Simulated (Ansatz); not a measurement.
Level of theory: DFT PBE, scalar-relativistic, plane waves, PAW in Ansatz 0.2.0. All cells share a 420 eV cutoff and Γ-centred k meshes spaced at most about 0.3 Å⁻¹ (about 0.25 or finer for metals, 2π included). Cells run with spin keep no moment; the others have no spin polarisation.

All energies are static (0 K, no zero-point motion).

Question: Which of these relaxed structures of CoSn is the lowest in energy?
A.

```cif
data_structure
_symmetry_space_group_name_H-M 'F-43m'
_symmetry_Int_Tables_number 216
_cell_length_a 5.7277
_cell_length_b 5.7277
_cell_length_c 5.7277
_cell_angle_alpha 90.000
_cell_angle_beta 90.000
_cell_angle_gamma 90.000
_cell_volume 187.90
loop_
_atom_site_label
_atom_site_type_symbol
_atom_site_symmetry_multiplicity
_atom_site_Wyckoff_symbol
_atom_site_fract_x
_atom_site_fract_y
_atom_site_fract_z
_atom_site_occupancy
Co1 Co 4 a 0.00000 0.00000 0.00000 1
Sn1 Sn 4 c 0.25000 0.25000 0.25000 1
```

B.

```cif
data_structure
_symmetry_space_group_name_H-M 'P6_3/mmc'
_symmetry_Int_Tables_number 194
_cell_length_a 3.8982
_cell_length_b 3.8982
_cell_length_c 5.2317
_cell_angle_alpha 90.000
_cell_angle_beta 90.000
_cell_angle_gamma 120.000
_cell_volume 68.85
loop_
_atom_site_label
_atom_site_type_symbol
_atom_site_symmetry_multiplicity
_atom_site_Wyckoff_symbol
_atom_site_fract_x
_atom_site_fract_y
_atom_site_fract_z
_atom_site_occupancy
Co1 Co 2 a 0.00000 0.00000 0.00000 1
Sn1 Sn 2 c 0.33333 0.66667 0.25000 1
```

C.

```cif
data_structure
_symmetry_space_group_name_H-M 'Pm-3m'
_symmetry_Int_Tables_number 221
_cell_length_a 3.1445
_cell_length_b 3.1445
_cell_length_c 3.1445
_cell_angle_alpha 90.000
_cell_angle_beta 90.000
_cell_angle_gamma 90.000
_cell_volume 31.09
loop_
_atom_site_label
_atom_site_type_symbol
_atom_site_symmetry_multiplicity
_atom_site_Wyckoff_symbol
_atom_site_fract_x
_atom_site_fract_y
_atom_site_fract_z
_atom_site_occupancy
Co1 Co 1 a 0.00000 0.00000 0.00000 1
Sn1 Sn 1 b 0.50000 0.50000 0.50000 1
```

D.

```cif
data_structure
_symmetry_space_group_name_H-M 'R-3m:H'
_symmetry_Int_Tables_number 166
_cell_length_a 3.1472
_cell_length_b 3.1472
_cell_length_c 11.5545
_cell_angle_alpha 90.000
_cell_angle_beta 90.000
_cell_angle_gamma 120.000
_cell_volume 99.11
loop_
_atom_site_label
_atom_site_type_symbol
_atom_site_symmetry_multiplicity
_atom_site_Wyckoff_symbol
_atom_site_fract_x
_atom_site_fract_y
_atom_site_fract_z
_atom_site_occupancy
Co1 Co 3 a 0.00000 0.00000 0.00000 1
Sn1 Sn 3 b 0.66667 0.33333 0.83333 1
```

Answer: B. The next of these, C, lies 180 meV/atom higher. Forms: B nickel arsenide type, P6_3/mmc; C caesium chloride type, Pm-3m; D CuPt (L1_1) type, R-3m; A zinc blende type, F-43m. Counting all near atoms (those within 1.25 times the shortest distance at each site; a plus sign parts nearer from farther groups): B has Co 8, Sn 6; C has Co 8+6, Sn 8+6; D has Co 6+6, Sn 6+6; A has Co 4, Sn 4. All come from invented guesses. The lowest form computed isn't among them: it has the CoSn type, space group P6/mmm (No. 191), 17.1 Å³/atom, is reached from a Materials Project cell and lies 103 meV/atom below the best shown.

A magnetic state wasn't ruled out in cells without spin, among them P6_3/mmc, F-43m. Cells relaxed within their symmetry can be saddle points. Some types were kept out of the candidates beforehand, so the set may lack a known form.
